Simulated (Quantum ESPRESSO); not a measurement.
Crystal: Rb.

```
Rb
1.0
     0.00000    3.63988    3.63988
     3.63988    0.00000    3.63988
     3.63988    3.63988    0.00000
Rb
1
Direct
  0.00000 0.00000 0.00000
```

This isn't the form of Rb at room conditions, which is bcc.

- Program: Quantum ESPRESSO 7.5
- Task: single point
- Functional: PBE
- Potentials or basis: SSSP 1.3 efficiency PBE
- Cutoff: 816 eV
- Density cutoff: 3265 eV
- k mesh: 6 × 6 × 6
- Occupations: fermi-dirac, width 0.05 eV
- Spin: no spin polarisation

On this cell: pressure -0.1 GPa; band gap on the k mesh none (metal or under the smearing width).

The same run follows on a disturbed copy (cell strained at random at fixed volume):

```
Rb
1.0
    -0.03369    3.68041    3.61935
     3.59207   -0.01407    3.59973
     3.60347    3.67219   -0.02547
Rb
1
Direct
  0.00422 0.00482 0.99140
```

Task: What changes?

Result: The energy (extrapolated to zero smearing) moves by +0.1 meV/atom; pressure -0.1 GPa; band gap on the k mesh none (metal or under the smearing width).
